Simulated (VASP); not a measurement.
# SnSe in VASP: a series of runs

One slab, SnSe, is run at these levels: PBE; tasks: single point.

Program: VASP 6.6.1. These are calculated values, not measurements. Logs are shortened: lines on timing, memory, paths and dates and some standing lists are left out, and cuts for length are marked.

**1. Starting point**

The cell holds a slab with vacuum, 4 atoms: a = 4.285 Å, b = 4.285 Å, c = 8.809 Å, α = 90.00°, β = 90.00°, γ = 90.00°.

**2. Single point, PBE**

INCAR reads:

```
PREC     = Accurate       # precision mode
ENCUT    = 400            # plane-wave cutoff, eV
EDIFF    = 1E-7           # SCF threshold, eV
ISMEAR   = 0              # smearing method
SIGMA    = 0.05           # smearing width, eV
LREAL    = False          # projectors in reciprocal space
LASPH    = True           # aspherical terms in the spheres
NELM     = 120            # most SCF steps
ALGO     = Normal         # electronic algorithm
ISIF     = 2              # what is computed and relaxed
LWAVE    = False          # write WAVECAR
LCHARG   = False          # write CHGCAR
LDIPOL   = True         
IDIPOL   = 3            
DIPOL    = 0.5 0.5 0.500
GGA      = PE             # functional
NBANDS   = 32             # bands
LVHAR    = True         
LVACPOTAV= True
```

KPOINTS reads:

```
regular mesh
0
Gamma
  4 4 1
```

POSCAR reads:

```
SnSe
1.0
    4.2853274200      0.0000000000      0.0000000000
    0.0000000000      4.2853274200      0.0000000000
    0.0000000000      0.0000000000      8.8085810303
Sn Se
2 2
Direct
    0.5000000000      0.0000000000      0.3405769885
    0.0000000000      0.5000000000      0.6594230115
    0.0000000000      0.5000000000      0.3552145567
    0.5000000000      0.0000000000      0.6447854433
```

Potentials or basis: VASP PAW PBE potentials, release 64 (Sn_d, Se).

On the command line:

```bash
$ cat potpaw_PBE.64/Sn_d/POTCAR potpaw_PBE.64/Se/POTCAR > POTCAR
$ mpirun -np 1 vasp_std > vasp.out
```

OUTCAR:

```text
PREC = Accurate
   ENCUT = 400
   EDIFF = 1E-7
   ISMEAR = 0
   LREAL = False
   LASPH = True
   NELM = 120
   ISIF = 2
   GGA = PE

 Found      6 irreducible k-points:

 Following reciprocal coordinates:
            Coordinates               Weight
  0.000000  0.000000  0.000000      1.000000
  0.250000  0.000000  0.000000      4.000000
  0.500000  0.000000  0.000000      2.000000
  0.250000  0.250000  0.000000      4.000000
  0.500000  0.250000  0.000000      4.000000
  0.500000  0.500000  0.000000      1.000000
   k-points           NKPTS =      6   k-points in BZ     NKDIM =      6   number of bands    NBANDS=     32
   number of dos      NEDOS =    301   number of ions     NIONS =      4
   total plane-waves  NPLWV =  47040
   dimension x,y,z NGX =    28 NGY =   28 NGZ =   60
   dimension x,y,z NGXF=    56 NGYF=   56 NGZF=  120
   ions per type =               2   2
   NGX,Y,Z   is equivalent  to a cutoff of  10.86, 10.86, 11.32 a.u.
   NGXF,Y,Z  is equivalent  to a cutoff of  21.72, 21.72, 22.65 a.u.
 SYSTEM =  unknown system
   PREC   = accura    normal or accurate (medium, high low for compatibility)
   ISTART =      0    job   : 0-new  1-cont  2-samecut
   ICHARG =      2    charge: 1-file 2-atom 10-const
   ISPIN  =      1    spin polarized calculation?
   LNONCOLLINEAR =      F non collinear calculations
   LSORBIT =      F    spin-orbit coupling
   LASPH  =      T    aspherical Exc in radial PAW
   ENCUT  =  400.0 eV  29.40 Ry    5.42 a.u.   6.99  6.99 14.36*2*pi/ulx,y,z
   NELM   =    120;   NELMIN=  2; NELMDL= -5     # of ELM steps
   EDIFF  = 0.1E-06   stopping-criterion for ELM
   LREAL  =      F    real-space projection
   EDIFFG = 0.1E-05   stopping-criterion for IOM
   NSW    =      0    number of steps for IOM
   IBRION =     -1    ionic relax: 0-MD 1-quasi-New 2-CG
   NFREE  =      0    steps in history (QN), initial steepest desc. (CG)
   ISIF   =      2    stress and relaxation
   ISYM   =      2    0-nonsym 1-usesym 2-fastsym
   POTIM  = 0.5000    time-step for ionic-motion
   TEBEG  =    0.0;   TEEND  =   0.0 temperature during run
   PSTRESS=    0.0 pullay stress
   NELECT =      40.0000    total number of electrons
   NUPDOWN=      -1.0000    fix difference up-down
   EMIN   =  10.00;   EMAX   =-10.00  energy-range for DOS
   EFERMI =   0.00;   METHOD = LEGACY
   ISMEAR =     0;   SIGMA  =   0.05  broadening in eV -4-tet -1-fermi 0-gaus
   EFERMI_NEDOS =   21; number of points for ismear=-14 and -15
   IALGO  =     38    algorithm
   IMIX   =      4    mixing-type and parameters
     AMIX     =   0.40;   BMIX     =  1.00
     AMIX_MAG =   1.60;   BMIX_MAG =  1.00
  volume/ion in A,a.u.               =      40.44       272.90
  Fermi-wavevector in a.u.,A,eV,Ry     =   1.027551  1.941790 14.365870  1.055862
  Thomas-Fermi vector in A             =   2.161502
   LORBIT       =      0    0 simple, 1 ext, 2 COOP (PROOUT), +10 PAW based schemes
   GGA     = PE    functional components
   LHFCALC =     F    Hartree Fock is set to
   AEXX    =    0.0000 exact exchange contribution
   IVDW    =     0    specifies the selected vdW correction
   LEPSILON=     F    determine dielectric tensor
   LRPA    =     F    only Hartree local field effects (RPA)
 non-spin polarized calculation
 Gauss-broadening in eV      SIGMA  =   0.05
  energy-cutoff  :      400.00
  volume of cell :      161.76
 maximum number of plane-waves:      2972
 NGX is ok and might be reduce to    28
   NGX = 13   NGY = 13   NGZ = 29

 number of electron      40.0000029 magnetization

 dipolmoment           0.000000      0.000000      0.000000 electrons x Angstroem

 Free energy of the ion-electron system (eV)
  ---------------------------------------------------
  ext. energy  EPLUGINS =         0.00000000
  ---------------------------------------------------
  free energy    TOTEN  =       -16.38498365 eV

  energy without entropy =      -16.38498365  energy(sigma->0) =      -16.38498365

 E-fermi :   2.0308     XC(G=0):  -7.2727

 val. band max:        1.7485537567   @ k =   0.2500   0.2500   0.0000
 cond. band min:       3.4379776329   @ k =   0.5000   0.0000   0.0000
 fundamental gap:      1.6894238762
 Fermi energy:         2.0308225938

 k-point     1 :       0.0000    0.0000    0.0000
  band No.  band energies     occupation
      1     -19.2338      2.00000
      2     -19.2285      2.00000
      3     -19.2253      2.00000
      4     -19.2184      2.00000
      5     -19.2153      2.00000
      6     -19.1875      2.00000
[... 24 lines left out ...]
     31       9.4062      0.00000
     32      10.5783      0.00000

 k-point     2 :       0.2500    0.0000    0.0000
  band No.  band energies     occupation
      1     -19.2289      2.00000
      2     -19.2281      2.00000
      3     -19.2249      2.00000
      4     -19.2235      2.00000
      5     -19.2079      2.00000
      6     -19.1885      2.00000
[... 24 lines left out ...]
     31       9.8585      0.00000
     32      11.0528      0.00000

 k-point     3 :       0.5000    0.0000    0.0000
  band No.  band energies     occupation
      1     -19.2297      2.00000
      2     -19.2297      2.00000
      3     -19.2232      2.00000
      4     -19.2232      2.00000
      5     -19.1948      2.00000
      6     -19.1948      2.00000
[... 24 lines left out ...]
     31      11.2165      0.00000
     32      11.2165      0.00000

 k-point     4 :       0.2500    0.2500    0.0000
  band No.  band energies     occupation
      1     -19.2333      2.00000
      2     -19.2316      2.00000
      3     -19.2233      2.00000
      4     -19.2205      2.00000
      5     -19.2001      2.00000
      6     -19.1886      2.00000
[... 24 lines left out ...]
     31      10.1602      0.00000
     32      10.8932      0.00000

 k-point     5 :       0.5000    0.2500    0.0000
  band No.  band energies     occupation
      1     -19.2382      2.00000
      2     -19.2382      2.00000
      3     -19.2174      2.00000
      4     -19.2174      2.00000
      5     -19.1915      2.00000
      6     -19.1915      2.00000
[... 24 lines left out ...]
     31      11.1806      0.00000
     32      11.1806      0.00000

 k-point     6 :       0.5000    0.5000    0.0000
  band No.  band energies     occupation
      1     -19.2459      2.00000
      2     -19.2459      2.00000
      3     -19.2122      2.00000
      4     -19.2122      2.00000
      5     -19.1902      2.00000
      6     -19.1902      2.00000
[... 24 lines left out ...]
     31      10.8231      0.00000
     32      10.8231      0.00000

------------------------ aborting loop because EDIFF is reached ----------------------------------------

  FORCE on cell =-STRESS in cart. coord.  units (eV):
  Direction    XX          YY          ZZ          XY          YZ          ZX
  --------------------------------------------------------------------------------------
  -------------------------------------------------------------------------------------
  Total        0.6169242      0.6169242     -0.1143437      0.0000000      0.0000000      0.0000000
  in kB        6.1103827      6.1103827     -1.1325273      0.0000000      0.0000000      0.0000000
  external PRESSURE =       3.6960793 kB  Pullay stress =       0.0000000 kB

 VOLUME and BASIS-vectors are now :
 -----------------------------------------------------------------------------
  energy-cutoff  :      400.00
  volume of cell :      161.76
      direct lattice vectors                 reciprocal lattice vectors
     4.285327420  0.000000000  0.000000000     0.233354398  0.000000000  0.000000000
     0.000000000  4.285327420  0.000000000     0.000000000  0.233354398  0.000000000
     0.000000000  0.000000000  8.808581030     0.000000000  0.000000000  0.113525663

 POSITION                                       TOTAL-FORCE (eV/Angst)
 -----------------------------------------------------------------------------------
      2.14266      0.00000      3.00000         0.000000      0.000000     -0.170954
      0.00000      2.14266      5.80858        -0.000000      0.000000      0.170954
      0.00000      2.14266      3.12894         0.000000     -0.000000     -0.240460
      2.14266      0.00000      5.67964         0.000000      0.000000      0.240460
 -----------------------------------------------------------------------------------
    total drift:                                0.000000      0.000000      0.000000

  FREE ENERGIE OF THE ION-ELECTRON SYSTEM (eV)
  ---------------------------------------------------
  free  energy   TOTEN  =       -16.3849836548 eV

  energy  without entropy=      -16.3849836548  energy(sigma->0) =      -16.38498365
```

Run time: 21 s. Hardware: 1 thread of Intel Xeon 6975P-C (Granite Rapids), shared host; peak memory 0.2 GiB.

These settings aren't checked as converged: the numbers below hold their error.

What came out:

```
Free energy            : -16.3850 eV
Largest force          : 0.240 eV/Å
Band gap on the k mesh : 1.69 eV, indirect (least direct gap 1.76 eV)
```

Caveat: spin-orbit coupling is left out, which moves the levels of the heavy elements.

**3. Single point, PBE**

This run uses another cell than the first one, of 67.99 Å³/atom, 1.681 times its volume.

Edit INCAR of step 2 so:

```diff
@@ -1,3 +1,3 @@
 PREC     = Accurate       # precision mode
-ENCUT    = 400            # plane-wave cutoff, eV
+ENCUT    = 250            # plane-wave cutoff, eV
 EDIFF    = 1E-7           # SCF threshold, eV
```

KPOINTS reads:

```
regular mesh
0
Gamma
  5 5 1
```

POSCAR reads:

```
SnSe
1.0
    4.2853274200      0.0000000000      0.0000000000
    0.0000000000      4.2853274200      0.0000000000
    0.0000000000      0.0000000000     14.8085810303
Sn Se
2 2
Direct
    0.5000000000      0.0000000000      0.4051704878
    0.0000000000      0.5000000000      0.5948295122
    0.0000000000      0.5000000000      0.4138773454
    0.5000000000      0.0000000000      0.5861226546
```

Potentials or basis: VASP PAW PBE potentials, release 64 (Sn_d, Se).

On the command line:

```bash
$ cat potpaw_PBE.64/Sn_d/POTCAR potpaw_PBE.64/Se/POTCAR > POTCAR
$ mpirun -np 1 vasp_std > vasp.out
```

Run time: 18 s. Hardware: 1 thread of Intel Xeon 6975P-C (Granite Rapids), shared host; peak memory 0.2 GiB.

These settings aren't checked as converged: the numbers below hold their error.

Results:

```
Free energy                            : -16.2239 eV
Largest force                          : 0.250 eV/Å
Band gap on the k mesh                 : 0.91 eV, direct
Ionisation potential of the upper face : 4.28 eV
```

Caveat: the cutoff is under 1.25 times the usual one of these potentials, so pressure, stress and relaxed cells hold a basis-set (Pulay) error; spin-orbit coupling is left out, which moves the levels of the heavy elements.

**4. Single point, PBE**

This run uses another cell than the first one, of 58.80 Å³/atom, 1.454 times its volume.

Edit INCAR of step 3 so:

```diff
@@ -1,3 +1,3 @@
 PREC     = Accurate       # precision mode
-ENCUT    = 250            # plane-wave cutoff, eV
+ENCUT    = 400            # plane-wave cutoff, eV
 EDIFF    = 1E-7           # SCF threshold, eV
```

KPOINTS reads:

```
regular mesh
0
Gamma
  4 4 1
```

POSCAR reads:

```
SnSe
1.0
    4.2853274200      0.0000000000      0.0000000000
    0.0000000000      4.2853274200      0.0000000000
    0.0000000000      0.0000000000     12.8085810303
Sn Se
2 2
Direct
    0.5000000000      0.0000000000      0.3903633032
    0.0000000000      0.5000000000      0.6096366968
    0.0000000000      0.5000000000      0.4004296958
    0.5000000000      0.0000000000      0.5995703042
```

On the command line:

```bash
$ cat potpaw_PBE.64/Sn_d/POTCAR potpaw_PBE.64/Se/POTCAR > POTCAR
$ mpirun -np 1 vasp_std > vasp.out
```

Run time: 28 s. Hardware: 1 thread of Intel Xeon 6975P-C (Granite Rapids), shared host; peak memory 0.23 GiB.

These settings aren't checked as converged: the numbers below hold their error.

What came out:

- Free energy: -16.2855 eV
- Largest force: 0.188 eV/Å
- Band gap on the k mesh: 1.69 eV, indirect (least direct gap 1.74 eV)
- Ionisation potential of the upper face: 4.62 eV

Caveat: spin-orbit coupling is left out, which moves the levels of the heavy elements.

**5. Single point, PBE**

This run uses another cell than the first one, of 31.26 Å³/atom, 0.773 times its volume.

INCAR is that of step 4.

KPOINTS reads:

```
regular mesh
0
Gamma
  7 7 1
```

POSCAR reads:

```
SnSe
1.0
    4.2853274200      0.0000000000      0.0000000000
    0.0000000000      4.2853274200      0.0000000000
    0.0000000000      0.0000000000      6.8085810303
Sn Se
2 2
Direct
    0.5000000000      0.0000000000      0.2937469630
    0.0000000000      0.5000000000      0.7062530370
    0.0000000000      0.5000000000      0.3126842724
    0.5000000000      0.0000000000      0.6873157276
```

On the command line:

```bash
$ cat potpaw_PBE.64/Sn_d/POTCAR potpaw_PBE.64/Se/POTCAR > POTCAR
$ mpirun -np 1 vasp_std > vasp.out
```

Wall time 15 s (1 thread of Intel Xeon 6975P-C (Granite Rapids), shared host); peak memory 0.19 GiB.

These settings aren't checked as converged: the numbers below hold their error.

Results:

* Free energy: -17.4884 eV
* Largest force: 0.831 eV/Å
* Band gap on the k mesh: 1.11 eV, direct

Caveat: spin-orbit coupling is left out, which moves the levels of the heavy elements.
